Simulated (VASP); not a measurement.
A run of VASP 6.6.1 is set up as follows.

INCAR

```
PREC = Accurate ; ENCUT = 600
EDIFF = 1E-7 ; ISMEAR = 0
SIGMA = 0.1 ; LREAL = False
LASPH = True ; NELM = 60
ALGO = Fast ; ISIF = 3
LWAVE = False ; LCHARG = False
GGA = CA ; IBRION = 2
NSW = 90 ; EDIFFG = -0.005
```

The input KPOINTS:

```
Automatic mesh
0
Gamma
  18 18 18
```

POSCAR

```
In
1.0
   -1.6947072700      1.6947072700      2.2973723900
    1.6947072700     -1.6947072700      2.2973723900
    1.6947072700      1.6947072700     -2.2973723900
In
1
Direct
    0.0000000000      0.0000000000      0.0000000000
```

Potentials or basis: VASP PAW LDA potentials, release 64 (In_d).

Launch:

```console
$ cat potpaw_LDA.64/In_d/POTCAR > POTCAR
$ mpirun -np 1 vasp_std > vasp.out
```

**Question.** What does it give for the space group after relaxing (to 0.05 Å)?

**Answer.** Fm-3m (No. 225).

**Question.** Predict the band gap on the k mesh.

**Answer.** None (metal or under the smearing width).

**Question.** Estimate the relaxed volume.

**Answer.** 24.69 Å³/atom.

**Question.** What does it give for the relaxed cell?

**Answer.** a = 3.267 Å, b = 3.267 Å, c = 3.267 Å, α = 119.90°, β = 119.90°, γ = 90.17°.

Final structure:
```xyz
1
Lattice="-1.6358 1.6358 2.3065 1.6358 -1.6358 2.3065 1.6358 1.6358 -2.3065" Properties=species:S:1:pos:R:3 pbc="T T T"
In    0.0000    0.0000    0.0000
```
